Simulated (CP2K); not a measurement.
Crystal: Si.

```
CELL_PARAMETERS angstrom
3.84928 0.00000 0.00000
1.92464 3.33357 0.00000
1.92464 1.11119 3.14292
ATOMIC_POSITIONS crystal
Si 0.50000 0.50000 0.50000
Si 0.75000 0.75000 0.75000
```

Base run:

| Item | Value |
| --- | --- |
| Program | CP2K 2026.2 |
| Functional | BEEF-vdW |
| Potentials or basis | POTENTIAL_UZH Si GTH-PBE-q4; TZVP-MOLOPT-PBE-GTH basis |
| Density cutoff | 9184 eV |
| k mesh | 8 × 8 × 8 |
| Occupations | fermi-dirac, width 0.05 eV |
| Spin | no spin polarisation |

Its results: band gap on the k mesh 0.92 eV, indirect (least direct gap 2.66 eV); pressure 0.0 GPa.

Problem. After a change of settings the same cell gave: band gap on the k mesh 0.72 eV, indirect (least direct gap 2.56 eV); pressure 1.2 GPa. Which change was it?
A. functional from BEEF-vdW to PBE
B. functional from BEEF-vdW to TASK
C. functional from BEEF-vdW to OLYP

Solution. A.

Caveats: the basis of atomic orbitals isn't converged, which shifts pressures, moduli and gaps; the potentials were made for another functional, which shifts forces and pressure (some runs).
